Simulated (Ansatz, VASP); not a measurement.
One calculation of PtSe2 (Sudovikovite), two programs

Contents of POSCAR:

```
PtSe2
1.0
    3.7240000000      0.0000000000      0.0000000000
   -1.8620000000      3.2250786037      0.0000000000
    0.0000000000      0.0000000000      5.0620000000
Pt Se
1 2
Direct
    0.0000000000      0.0000000000      0.0000000000
    0.3333333333      0.6666666667      0.2500000000
    0.6666666667      0.3333333333      0.7500000000
```

The input INCAR.step1:

```
PREC = Accurate ; ENCUT = 520
ISMEAR = 0 ; SIGMA = 0.1
LREAL = F ; LASPH = T
NELM = 60 ; NBANDS = 18
GGA = PE ; ALGO = Normal
EDIFF = 1E-4 ; LWAVE = T
LCHARG = F
```

File INCAR.step2:

```
PREC = Accurate ; ENCUT = 520
EDIFF = 1E-6 ; ISMEAR = 0
SIGMA = 0.1 ; LREAL = F
LASPH = T ; NELM = 60
ALGO = Normal ; ISIF = 2
LWAVE = F ; LCHARG = F
METAGGA = R2SCAN ; LMIXTAU = T
NBANDS = 18 ; ISTART = 1
```

KPOINTS

```
regular mesh
0
Gamma
  6 6 4
```

Input for Ansatz:

```yaml
crystal:
  lattice:
    - [3.724, 0.0, 0.0]
    - [-1.862, 3.2250786037, 0.0]
    - [0.0, 0.0, 5.062]
  atoms:
    - { symbol: Pt, position: [0.0, 0.0, 0.0] }
    - { symbol: Se, position: [0.3333333333, 0.6666666667, 0.25] }
    - { symbol: Se, position: [0.6666666667, 0.3333333333, 0.75] }
basis:
  ecutwfc: 500
kpoints:
  mp_grid: { grid: [6, 6, 4] }
hamiltonian:
  xc: r2scan
scf:
  occupations: { method: gaussian, width: 0.1 }
output:
  forces: true
  stress: true
  eigenvalues: true
```

Alike in both runs: task single point; functional r2SCAN; k mesh 6 × 6 × 4; occupations gaussian, width 0.1 eV; no spin polarisation.

|  | VASP | Ansatz |
| --- | --- | --- |
| version | VASP 6.6.1 | Ansatz 0.2.0 |
| potentials or method | VASP PAW PBE potentials, release 64 (Pt, Se) | scalar-relativistic, plane waves, PAW |
| plane-wave cutoff (eV) | 520 | 500 |
| valence electrons in the cell | 22 | 50 |

Ansatz gave:

| Quantity | Value |
| --- | --- |
| gap on the k mesh at the Fermi level (eV) | none |
| pressure (GPa) | 4.9 |
| largest component of the traceless stress (GPa) | 0.12 |
| rms of the force components (eV/Å) | 0.163 |

Task: Which values does VASP return?

Result: gap on the k mesh at the Fermi level (eV): none; pressure (GPa): 5.0; largest component of the traceless stress (GPa): 0.05; rms of the force components (eV/Å): 0.171.

Atom by atom the forces differ by 0.008 eV/Å (rms over components). A gap of «none» marks a metal or a gap that the smearing closes. The two sets of potentials don't hold the same shells in valence.

Caveats: the PAW data sets were made with another functional, which shifts forces and pressure a little (VASP). The runs have no spin-orbit coupling, so splittings on Pt are missing.
